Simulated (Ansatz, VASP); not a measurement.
Two plane-wave programs on MgO

Contents of INCAR:

```
SYSTEM = MgO
PREC     = Accurate       ! precision mode
ENCUT    = 520            ! plane-wave cutoff, eV
EDIFF    = 1E-6           ! SCF threshold, eV
ISMEAR   = 0              ! smearing method
SIGMA    = 0.05           ! smearing width, eV
LREAL    = .False.        ! projectors in reciprocal space
LASPH    = .True.         ! aspherical terms in the spheres
NELM     = 60             ! most SCF steps
ALGO     = Normal         ! electronic algorithm
ISIF     = 2              ! what is computed and relaxed
LWAVE    = .False.        ! write WAVECAR
LCHARG   = .False.        ! write CHGCAR
GGA      = PS             ! functional
NBANDS   = 16             ! bands
```

Contents of KPOINTS:

```
Automatic mesh
0
Gamma
  9 9 6
  0 0 0
```

Contents of POSCAR:

```
MgO
1.0
    3.1944297208      0.0000000000      0.0000000000
   -1.5972148604      2.7664572888      0.0000000000
    0.0000000000      0.0000000000      4.9766254392
Mg O
2 2
Direct
    0.6666666667      0.3333333333      0.7500000000
    0.3333333333      0.6666666667      0.2500000000
    0.6666666667      0.3333333333      0.2500000000
    0.3333333333      0.6666666667      0.7500000000
```

Input for Ansatz:

```yaml
crystal:
  lattice:
    - [3.1944297208, 0.0, 0.0]
    - [-1.5972148604, 2.7664572888, 0.0]
    - [0.0, 0.0, 4.9766254392]
  atoms:
    - { symbol: Mg, position: [0.6666666667, 0.3333333333, 0.75] }
    - { symbol: Mg, position: [0.3333333333, 0.6666666667, 0.25] }
    - { symbol: O, position: [0.6666666667, 0.3333333333, 0.25] }
    - { symbol: O, position: [0.3333333333, 0.6666666667, 0.75] }
basis:
  ecutwfc: 420
kpoints:
  mp_grid: { grid: [9, 9, 6] }
hamiltonian:
  xc: pbesol
scf:
  occupations: { method: gaussian, width: 0.05 }
output:
  forces: true
  stress: true
  eigenvalues: true
```

Alike in both runs: task single point; functional PBEsol; k mesh 9 × 9 × 6; occupations gaussian, width 0.05 eV; no spin polarisation.

|  | VASP | Ansatz |
| --- | --- | --- |
| version | VASP 6.6.1 | Ansatz 0.2.0 |
| potentials or method | VASP PAW PBE potentials, release 64 (Mg, O) | scalar-relativistic, plane waves, PAW |
| plane-wave cutoff (eV) | 520 | 420 |
| valence electrons in the cell | 16 | 32 |

VASP gave:

* gap on the k mesh at the Fermi level (eV): 3.20
* least direct gap on the mesh (eV): 3.20
* pressure (GPa): 16.1
* largest component of the traceless stress (GPa): 26.22

Task: Estimate Ansatz's values.

Result: gap on the k mesh at the Fermi level (eV): 3.20; least direct gap on the mesh (eV): 3.20; pressure (GPa): 16.0; largest component of the traceless stress (GPa): 25.74.

With one functional, cell and mesh, what is left measures potentials, basis and numerics. The two sets of potentials don't hold the same shells in valence.

Caveats: so large a pressure means that the cell lies far from this level's equilibrium, or that cutoff or potentials fall short (VASP); the potentials were made for another functional, which shifts forces and pressure (VASP).
